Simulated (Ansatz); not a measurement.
# SiO2: the cost of one run

All numbers below are computed with Ansatz 0.2.0 (DFT, plane waves, PAW, no spin polarisation).

### Step 1. The starting structure

The cell holds 6 atoms (O4Si2): a = 5.060 Å, b = 5.060 Å, c = 5.060 Å, α = 121.51°, β = 121.51°, γ = 87.41°.

Structure file:

```cif
data_structure
_symmetry_space_group_name_H-M 'P 1'
_symmetry_Int_Tables_number 1
_cell_length_a 5.0597
_cell_length_b 5.0597
_cell_length_c 5.0597
_cell_angle_alpha 121.509
_cell_angle_beta 121.509
_cell_angle_gamma 87.406
_cell_volume 89.41
loop_
_atom_site_label
_atom_site_type_symbol
_atom_site_fract_x
_atom_site_fract_y
_atom_site_fract_z
_atom_site_occupancy
Si1 Si 0.00000 0.00000 0.00000 1
Si2 Si 0.75000 0.25000 0.50000 1
O1 O 0.97336 0.62500 0.84836 1
O2 O 0.37500 0.22336 0.34836 1
O3 O 0.77664 0.12500 0.15164 1
O4 O 0.87500 0.02664 0.65164 1
```

### Step 2. Run 1: r2SCAN

Input file input.yaml:

```yaml
crystal:
  lattice:
    - [-2.4719631827, 2.4719631827, 3.6578426547]
    - [2.4719631827, -2.4719631827, 3.6578426547]
    - [2.4719631827, 2.4719631827, -3.6578426547]
  atoms:
    - { symbol: Si, position: [0.0, 0.0, 0.0] }
    - { symbol: Si, position: [0.75, 0.25, 0.5] }
    - { symbol: O, position: [0.9733623328, 0.625, 0.8483623328] }
    - { symbol: O, position: [0.375, 0.2233623328, 0.3483623328] }
    - { symbol: O, position: [0.7766376672, 0.125, 0.1516376672] }
    - { symbol: O, position: [0.875, 0.0266376672, 0.6516376672] }
kpoints:
  mp_grid: { grid: [4, 4, 4] }
hamiltonian:
  xc: r2scan
scf:
  occupations: { method: fermi_dirac, width: 0.02 }
md:
  ensemble: nve
  temperature: 100
  timestep: 2.0
  n_steps: 30
  initial_velocities: maxwell_boltzmann
  seed: 4298
```

Launch:

```console
$ ansatz run input.yaml --threads 4 --pin off --max-ram 5529MiB --backend cpu --events-out ev --progress --plain --runs-dir out
```

What time and memory should one allow on 4 threads of Arm Neoverse V1, shared host?

About 93 s, with a peak of 0.66 GiB.
